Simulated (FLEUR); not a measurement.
**Anisotropy of 1 ML Ni on Pt(001), 3 substrate layers with FLEUR**

Aim: the anisotropy of 1 ML Ni on Pt(001), 3 substrate layers from single passes in the potential of one collinear state.

Calculated with FLEUR MaX-R8.1; PBE; all-electron FLAPW film, Dirac cores, scalar-relativistic bands.

## 1. Set-up

The cell holds 4 atoms: 3 Pt and 1 Ni. Its edges and angles: a = 2.773 Å, b = 2.773 Å, c = 19.816 Å, α = 90.0°, β = 90.0°, γ = 90.0°. Vacuum lies along c.

As a file:

```cif
data_structure
_symmetry_space_group_name_H-M 'P 1'
_symmetry_Int_Tables_number 1
_cell_length_a 2.7731
_cell_length_b 2.7731
_cell_length_c 19.8163
_cell_angle_alpha 90.000
_cell_angle_beta 90.000
_cell_angle_gamma 90.000
_cell_volume 152.39
loop_
_atom_site_label
_atom_site_type_symbol
_atom_site_fract_x
_atom_site_fract_y
_atom_site_fract_z
_atom_site_occupancy
Pt1 Pt 0.00000 0.00000 0.35324 1
Pt2 Pt 0.50000 0.50000 0.45220 1
Pt3 Pt 0.00000 0.00000 0.55115 1
Ni4 Ni 0.50000 0.50000 0.63972 1
```

It is built of layers of Pt (space group 225) and Ni (space group 225).

## 2. The magnetic state

The force theorems are single passes in this state's potential, so it has to be converged first.

No symmetry is used, so that later steps may turn the spins freely; k and −k are joined. FLEUR takes the sheet as a true film: the images along c are dropped, heights are typed in bohr, and the vacuum on both sides is semi-infinite. inpgen writes inp.xml from crystal.txt; cutoffs, mixing, functional, smearing and local orbitals are then set in the file. The k list scf (kpts.xml, not shown) is a Γ-centred 10×10×1 mesh; where the ranks do not divide the number of points, some are split in two of half the weight.

inp.xml

```
<?xml version="1.0" encoding="UTF-8" standalone="no"?>
<fleurInput fleurInputVersion="0.39">
   <comment>
      NiPt3
   </comment>
   <calculationSetup>
      <cutoffs Kmax="3.6" Gmax="10.8" GmaxXC="10.8" numbands="0"/>
      <scfLoop itmax="140" minDistance="0.00002" maxIterBroyd="15" imix="Anderson" alpha="0.03" precondParam="0.0" spinf="2.0" sdNocoIR="T"/>
      <coreElectrons ctail="F" frcor="F" kcrel="0" coretail_lmax="0"/>
      <xcFunctional name="pbe" relativisticCorrections="F"/>
      <magnetism jspins="2" l_noco="F" l_ss="F">
         <qss>0.0 0.0 0.0</qss>
         <mtNocoParams l_mperp="F" l_mtNocoPot="F" l_relaxSQA="F" mag_mixing_scheme="0" mix_RelaxWeightOffD="1.0" l_constrained="F" mix_constr="1.0"/>
         <sourceFreeMag l_sourceFree="F" l_scaleMag="F" mag_scale="1.0"/>
      </magnetism>
      <soc l_soc="F" theta="0.0" phi="0.0" spav="F"/>
      <expertModes spex="0" secvar="F"/>
      <geometryOptimization l_f="F" forcealpha="1.0" forcemix="BFGS" epsdisp="0.00001" epsforce="0.00001"/>
      <ldaU l_linMix="F" mixParam="0.05" spinf="1.0"/>
   </calculationSetup>
   <cell>
      <bzIntegration valenceElectrons="66.0" mode="hist" fermiSmearingEnergy="0.00183747">
         <kPointListSelection listName="scf"/>
         <xi:include xmlns:xi="http://www.w3.org/2001/XInclude" href="kpts.xml"> </xi:include>
      </bzIntegration>
      <xi:include xmlns:xi="http://www.w3.org/2001/XInclude" href="sym.xml"> </xi:include>
      <filmLattice scale="1.0" dVac="16.25" dTilda="18.75">
         <bravaisMatrixFilm>
            <row-1>    5.2404580976381219     0.0000000000000000</row-1>
            <row-2>    0.0000000000000000     5.2404580976381219</row-2>
         </bravaisMatrixFilm>
         <vacuumEnergyParameters vacuum="1" spinUp="-.25" spinDown="-.25"/>
         <vacuumEnergyParameters vacuum="2" spinUp="-.25" spinDown="-.25"/>
      </filmLattice>
   </cell>
   <atomSpecies>
      <species name="Platinum (Pt)" element="Pt" atomicNumber="78">
         <mtSphere radius="2.36" gridPoints="781" logIncrement="0.017"/>
         <atomicCutoffs lmax="8" lnonsphr="6"/>
         <electronConfig flipSpins="F">
            <coreConfig>(1s1/2) (2s1/2) (2p1/2) (2p3/2) (3s1/2) (3p1/2) (3p3/2) (4s1/2) (3d3/2) (3d5/2) (4p1/2) (4p3/2) (5s1/2) (4d3/2) (4d5/2) (4f5/2) (4f7/2)</coreConfig>
            <valenceConfig>(5p1/2) (5p3/2) (6s1/2) (5d3/2) (5d5/2)</valenceConfig>
            <stateOccupation state="(6s1/2)" spinUp="0.500000" spinDown="0.500000"/>
            <stateOccupation state="(5d3/2)" spinUp="1.800000" spinDown="1.800000"/>
            <stateOccupation state="(5d5/2)" spinUp="2.700000" spinDown="2.700000"/>
         </electronConfig>
         <energyParameters s="6" p="6" d="5" f="5"/>
         <lo type="SCLO" l="1" n="5" eDeriv="0"/>
      </species>
      <species name="Nickel (Ni1.000" element="Ni" atomicNumber="28">
         <mtSphere radius="2.36" gridPoints="781" logIncrement="0.016"/>
         <atomicCutoffs lmax="8" lnonsphr="6"/>
         <electronConfig flipSpins="F">
            <coreConfig>(1s1/2) (2s1/2) (2p1/2) (2p3/2)</coreConfig>
            <valenceConfig>(3s1/2) (3p1/2) (3p3/2) (4s1/2) (3d3/2) (3d5/2)</valenceConfig>
            <stateOccupation state="(3d3/2)" spinUp="1.6" spinDown="1.6"/>
            <stateOccupation state="(3d5/2)" spinUp="2.9" spinDown="1.9"/>
         </electronConfig>
         <energyParameters s="4" p="4" d="3" f="4"/>
         <lo type="SCLO" l="0" n="3" eDeriv="0"/>
         <lo type="SCLO" l="1" n="3" eDeriv="0"/>
      </species>
   </atomSpecies>
   <atomGroups>
      <atomGroup species="Platinum (Pt)">
         <filmPos label="                   1">.0000000000 .0000000000 -5.3637871323</filmPos>
         <force calculate="T" relaxXYZ="TTT"/>
         <nocoParams  alpha="0.0" beta="0.0"/>
      </atomGroup>
      <atomGroup species="Platinum (Pt)">
         <filmPos label="                   2">1.000/2.000 1.000/2.000 -1.6582239731</filmPos>
         <force calculate="T" relaxXYZ="TTT"/>
         <nocoParams  alpha="0.0" beta="0.0"/>
      </atomGroup>
      <atomGroup species="Platinum (Pt)">
         <filmPos label="                   3">.0000000000 .0000000000 2.0473391861</filmPos>
         <force calculate="T" relaxXYZ="TTT"/>
         <nocoParams  alpha="0.0" beta="0.0"/>
      </atomGroup>
      <atomGroup species="Nickel (Ni1.000">
         <filmPos label="                   4">1.000/2.000 1.000/2.000 5.3637871323</filmPos>
         <force calculate="T" relaxXYZ="TTT"/>
         <nocoParams  alpha="0.0" beta="0.0"/>
      </atomGroup>
   </atomGroups>
   <output dos="F" band="F" slice="F">
      <bandDOS minEnergy="-.5*Htr" maxEnergy="0.5*Htr" sigma="0.015" storeEVData="T"/>
      <plotting iplot="0" polar="F">
         <plot TwoD="T" vec1="  1.0  0.0  0.0" vec2="  0.0  1.0  0.0" vec3="  0.0  0.0  1.0" zero="  0.0  0.0 -0.5" file="plot"/>
      </plotting>
      <moessbauerParams electricFieldGradient="F" isomerShift="F" coreHyperfine="F" valenceHyperfine="F"/>
   </output>
</fleurInput>
```

crystal.txt

```
NiPt3
&input film=T cartesian=F /
2.77313100000  0.00000000000  0.00000000000
0.00000000000  2.77313100000  0.00000000000
0.00000000000  0.00000000000  1.00000000000
1.8897261246
1.0 1.0 1.0

4
78 0.00000000000  0.00000000000  -5.36378713226
78 0.50000000000  0.50000000000  -1.65822397309
78 0.00000000000  0.00000000000  2.04733918609
28 0.50000000000  0.50000000000  5.36378713226 : 1.000

&kpt div1=10 div2=10 div3=1 gamma=T /
```

The run is started by

```sh
$ OMP_NUM_THREADS=1 inpgen -f crystal.txt -nosym -noco > inpgen.log  # inp.xml is then edited as shown
$ OMP_NUM_THREADS=1 mpirun -n 4 fleur_MPI > fleur.log
```

The log of the run:

```text
Welcome to FLEUR        (www.flapw.de)
      MaX-Release 8.1          (www.max-centre.eu)

 ========== k-point set info ==========
 Selected k-point list: scf
 k-point list type: mesh
 0 x 0 x 0
 Number of k points: 52

 ------------Calculation Setup---------------------------
 Number of MPI-tasks      :            4
 Number of PE/node        :            4
 Number of OMP-threads    :            1
 k-points in parallel     :            4
 pe's per k-point         :            1
 No of k-point loops      :           13
 Eigenvalue solver        :       lapack
 Number of basis functions:          448
 Approximate size of matrices (H+S) per k-point:         0.006 GB
 --------------------------------------------------------
 Iteration:     1   Distance:      34.29320234 me/bohr^3
 Iteration:     2   Distance:      20.22133152 me/bohr^3
 Iteration:     3   Distance:      28.96736407 me/bohr^3
 Iteration:     4   Distance:      13.66534022 me/bohr^3
 Iteration:     5   Distance:      18.58737816 me/bohr^3
 Iteration:     6   Distance:       9.80167483 me/bohr^3
 Iteration:     7   Distance:      14.65781983 me/bohr^3
 Iteration:     8   Distance:      12.93948735 me/bohr^3
 Iteration:     9   Distance:       8.77962517 me/bohr^3
 Iteration:    10   Distance:       7.38782719 me/bohr^3
[... 48 iterations left out ...]
 Iteration:    59   Distance:       0.00019252 me/bohr^3
 Iteration:    60   Distance:       0.00016174 me/bohr^3
 Iteration:    61   Distance:       0.00005439 me/bohr^3
 Iteration:    62   Distance:       0.00004729 me/bohr^3
 Iteration:    63   Distance:       0.00007348 me/bohr^3
 Iteration:    64   Distance:       0.00003067 me/bohr^3
 Iteration:    65   Distance:       0.00004540 me/bohr^3
 Iteration:    66   Distance:       0.00005152 me/bohr^3
 Iteration:    67   Distance:       0.00004353 me/bohr^3
 Iteration:    68   Distance:       0.00000504 me/bohr^3

 ********************************************************************
 Run finished successfully
 Stop message:
   all done
 ********************************************************************

--- out.xml (last complete iteration) ---
<iteration numberForCurrentRun="   68" overallNumber="   68">
         [... left out ...]
         <bandgap value="0.0000000001" units="eV"/>
         <sumValenceSingleParticleEnergies value="-71.7840634214" units="Htr"/>
         <FermiEnergy value="-0.1719824739" units="Htr"/>
         <valenceDensity>
            <mtCharges spin="1">
               <mtCharge atomType="1" total="6.9622096" s="0.1982801" p="3.0788492" d="3.6686510" f="0.0129791"/>
               <mtCharge atomType="2" total="7.0599985" s="0.1981787" p="3.1257478" d="3.7089109" f="0.0218772"/>
               <mtCharge atomType="3" total="7.1469304" s="0.2075466" p="3.1257582" d="3.7897363" f="0.0191907"/>
               <mtCharge atomType="4" total="8.9076603" s="1.1924471" p="3.1270429" d="4.5751681" f="0.0096291"/>
            </mtCharges>
            <mtCharges spin="2">
               <mtCharge atomType="1" total="6.9589191" s="0.2002195" p="3.0808607" d="3.6615923" f="0.0128400"/>
               <mtCharge atomType="2" total="6.9358544" s="0.1997267" p="3.1282905" d="3.5807846" f="0.0218911"/>
               <mtCharge atomType="3" total="6.8487330" s="0.2093348" p="3.1318344" d="3.4830865" f="0.0198651"/>
               <mtCharge atomType="4" total="8.0828027" s="1.1935559" p="3.1330895" d="3.7433683" f="0.0095176"/>
            </mtCharges>
            <spinDependentCharge spin="1" total="33.5966875" interstitial="3.4154824" mtSpheres="30.0767988" vacuum1="0.0387524" vacuum2="0.0656539"/>
            <spinDependentCharge spin="2" total="32.4033129" interstitial="3.4657597" mtSpheres="28.8263092" vacuum1="0.0455715" vacuum2="0.0656725"/>
            <totalCharge value="66.0000003564"/>
         </valenceDensity>
         [... left out ...]
         <allElectronCharges>
            <spinDependentCharge spin="1" total="131.5966875" interstitial="3.4187658" mtSpheres="128.0735154" vacuum1="0.0387524" vacuum2="0.0656539"/>
            <spinDependentCharge spin="2" total="130.4033129" interstitial="3.4690417" mtSpheres="126.8230272" vacuum1="0.0455715" vacuum2="0.0656725"/>
            <totalCharge value="262.0000003932"/>
         </allElectronCharges>
         <magneticMomentsInMTSpheres units="muBohr">
            <globalMagMoment atomType="1" vec="0.00000   0.00000   0.00329"/>
            <localMagMoment atomType="1" vec="0.00000   0.00000   0.00329"/>
            <globalMagMoment atomType="2" vec="0.00000   0.00000   0.12414"/>
            <localMagMoment atomType="2" vec="0.00000   0.00000   0.12414"/>
            <globalMagMoment atomType="3" vec="0.00000   0.00000   0.29820"/>
            <localMagMoment atomType="3" vec="0.00000   0.00000   0.29820"/>
            <globalMagMoment atomType="4" vec="0.00000   0.00000   0.82486"/>
            <localMagMoment atomType="4" vec="0.00000   0.00000   0.82486"/>
         </magneticMomentsInMTSpheres>
         <moessbauerParams unitsHFF="kG" unitsIS="e/bohr^3" unitsEFG="Htr/bohr^2">
         </moessbauerParams>
         <totalEnergy value="   -56860.9394170676" units="Htr">
            <sumOfEigenvalues value="   -35006.0415518046">
               <coreElectrons value="-34934.2574883833"/>
               <valenceElectrons value="-71.7840634214"/>
            </sumOfEigenvalues>
            <densityCoulombPotentialIntegral value="-98397.7963359840"/>
            <densityEffectivePotentialIntegral value="-99883.1378457910"/>
            <chargeDenXCDenIntegral value="-1135.4650933230"/>
            <FockExchangeEnergyValence value="0.0000000000"/>
            <FockExchangeEnergyCore value="0.0000000000"/>
            <atomTypeDependentContributions atomType="1">
               <electronNucleiInteractionDifferentMTs value="23166.1661817119"/>
               <MadelungTerm value="-26.3026546658"/>
            </atomTypeDependentContributions>
            <atomTypeDependentContributions atomType="2">
               <electronNucleiInteractionDifferentMTs value="23167.4404103931"/>
               <MadelungTerm value="-24.0919421022"/>
            </atomTypeDependentContributions>
            <atomTypeDependentContributions atomType="3">
               <electronNucleiInteractionDifferentMTs value="23167.3119868027"/>
               <MadelungTerm value="-24.1819213055"/>
            </atomTypeDependentContributions>
            <atomTypeDependentContributions atomType="4">
               <electronNucleiInteractionDifferentMTs value="1824.2137841055"/>
               <MadelungTerm value="-3.9635686523"/>
            </atomTypeDependentContributions>
            <tkbTimesEntropy value="0.0022339403"/>
            <freeEnergy value="-56860.9416510079"/>
            <extrapolationTo0K value="-56860.9405340377"/>
         </totalEnergy>
         <densityConvergence units="me/bohr^3">
            <chargeDensity spin="1" distance="0.0000012802"/>
            <chargeDensity spin="2" distance="0.0000047773"/>
            <overallChargeDensity distance="0.0000050355"/>
            <spinDensity distance="0.0000048546"/>
         </densityConvergence>
      </iteration>
```

It took 6.6 min on 4 MPI ranks of Arm Neoverse V1, shared host; peak memory 1 GiB.

Spin moment in the muffin-tin sphere by atom:

| atom | spin moment in the muffin-tin sphere (μB) |
| --- | --- |
| Pt1 | 0.003 |
| Pt2 | 0.124 |
| Pt3 | 0.298 |
| Ni4 | 0.825 |

Numbers from this step:

| Quantity | Value |
| --- | --- |
| free energy | -1547265.0456 eV |
| program's band gap on this mesh (in a metal only a level spacing) | 1.00e-10 eV |
| magnetization | 1.193 μB |
| final state | ferromagnetic |

After 68 cycles the largest moment stands at 0.825 μB.

## 3. Energy against the direction of the moments, rung 1

Anisotropy is a small difference, so it is taken from sums over occupied states at a frozen potential, where most errors cancel.

One pass with spin–orbit coupling for each direction, from the saved density. The k list mae (kpts.xml, not shown) is a Γ-centred 18×18×1 mesh.

Changes to inp.xml since step 2:

```diff
@@ -6,4 +6,4 @@
    <calculationSetup>
-      <cutoffs Kmax="3.6" Gmax="10.8" GmaxXC="10.8" numbands="0"/>
-      <scfLoop itmax="140" minDistance="0.00002" maxIterBroyd="15" imix="Anderson" alpha="0.03" precondParam="0.0" spinf="2.0" sdNocoIR="T"/>
+      <cutoffs Kmax="3.6" Gmax="10.8" GmaxXC="10.8" numbands="146"/>
+      <scfLoop itmax="1" minDistance="0.00002" maxIterBroyd="15" imix="Anderson" alpha="0.03" precondParam="0.0" spinf="2.0" sdNocoIR="T"/>
       <coreElectrons ctail="F" frcor="F" kcrel="0" coretail_lmax="0"/>
@@ -15,3 +15,3 @@
       </magnetism>
-      <soc l_soc="F" theta="0.0" phi="0.0" spav="F"/>
+      <soc l_soc="T" theta="0.0" phi="0.0" spav="F"/>
       <expertModes spex="0" secvar="F"/>
@@ -22,3 +22,3 @@
       <bzIntegration valenceElectrons="66.0" mode="hist" fermiSmearingEnergy="0.00183747">
-         <kPointListSelection listName="scf"/>
+         <kPointListSelection listName="mae"/>
          <xi:include xmlns:xi="http://www.w3.org/2001/XInclude" href="kpts.xml"> </xi:include>
@@ -92,2 +92,5 @@
    </output>
+   <forceTheorem>
+      <MAE theta="0.0 1.5707963 1.5707963 0.7853982" phi="0.0 0.0 1.5707963 0.0"/>
+   </forceTheorem>
 </fleurInput>
```

The run is started by

```sh
$ OMP_NUM_THREADS=1 mpirun -n 4 fleur_MPI -warn_only > fleur.log
```

The log of the run:

```text
[banner, memory and clock lines left out]
Welcome to FLEUR        (www.flapw.de)
      MaX-Release 8.1          (www.max-centre.eu)

 ========== k-point set info ==========
 Selected k-point list: mae
 k-point list type: mesh
 0 x 0 x 0
 Number of k points: 324

 [... set-up left out ...]
 ********************************************************************
 Run finished successfully
 Stop message:
   Forcetheorem MAE
 ********************************************************************

--- out.xml (force theorem) ---
<Forcetheorem_MAE Angles="4" units="Htr">
            <Angle theta="0.0000000" phi="0.0000000" ev-sum="-71.920037672"/>
            <Angle theta="1.5707963" phi="0.0000000" ev-sum="-71.920064257"/>
            <Angle theta="1.5707963" phi="1.5707963" ev-sum="-71.920064257"/>
            <Angle theta="0.7853982" phi="0.0000000" ev-sum="-71.920049663"/>
         </Forcetheorem_MAE>
```

The job ended after 3.5 min (4 MPI ranks; peak memory 1.8 GiB; 14 min of CPU time).

Anisotropy energies, by row:

| axis | x | y | z | band energy less the first axis' (meV a cell) |
| --- | --- | --- | --- | --- |
| z | 0 | 0 | 1 | 0 |
| x | 1 | 0 | 0 | -0.7234 |
| y | 0 | 1 | 0 | -0.7234 |
| 45 degrees from z toward x | 0.7071 | 0 | 0.7071 | -0.3263 |

Shape anisotropy is not in these numbers.

## 4. Energy against the direction of the moments, rung 2

A second rung shows how far the first can be trusted.

The k list mae (kpts.xml, not shown) is a Γ-centred 28×28×1 mesh.

inp.xml is that of step 3.

The log of the run:

```text
[banner, memory and clock lines left out]
Welcome to FLEUR        (www.flapw.de)
      MaX-Release 8.1          (www.max-centre.eu)

 ========== k-point set info ==========
 Selected k-point list: mae
 k-point list type: mesh
 0 x 0 x 0
 Number of k points: 784

 [... set-up left out ...]
 ********************************************************************
 Run finished successfully
 Stop message:
   Forcetheorem MAE
 ********************************************************************

--- out.xml (force theorem) ---
<Forcetheorem_MAE Angles="4" units="Htr">
            <Angle theta="0.0000000" phi="0.0000000" ev-sum="-71.920058679"/>
            <Angle theta="1.5707963" phi="0.0000000" ev-sum="-71.920076301"/>
            <Angle theta="1.5707963" phi="1.5707963" ev-sum="-71.920076301"/>
            <Angle theta="0.7853982" phi="0.0000000" ev-sum="-71.920067723"/>
         </Forcetheorem_MAE>
```

Wall time 8.6 min (4 MPI ranks); peak memory 3.6 GiB.

Anisotropy energies, by row:

| axis | x | y | z | band energy less the first axis' (meV a cell) |
| --- | --- | --- | --- | --- |
| z | 0 | 0 | 1 | 0 |
| x | 1 | 0 | 0 | -0.4795 |
| y | 0 | 1 | 0 | -0.4795 |
| 45 degrees from z toward x | 0.7071 | 0 | 0.7071 | -0.2461 |

[end of part 1 of 2]

[Logs and program files are shortened in this print: banners, set-up blocks, solver, clock and traceback lines can be left out without a mark of their own.]

[Logs are printed without paths, hosts, clocks, repeated set-up lines and the standing remarks that a program may print on its own settings, such as how far it seeks lower states.]

[Hosts, paths, dates, database ids (printed as entryN), source tags and the programs' standing remarks are cut or masked in the printed files.]

[Where a cell is said to come from a database of computed structures, the database is the Materials Project.]
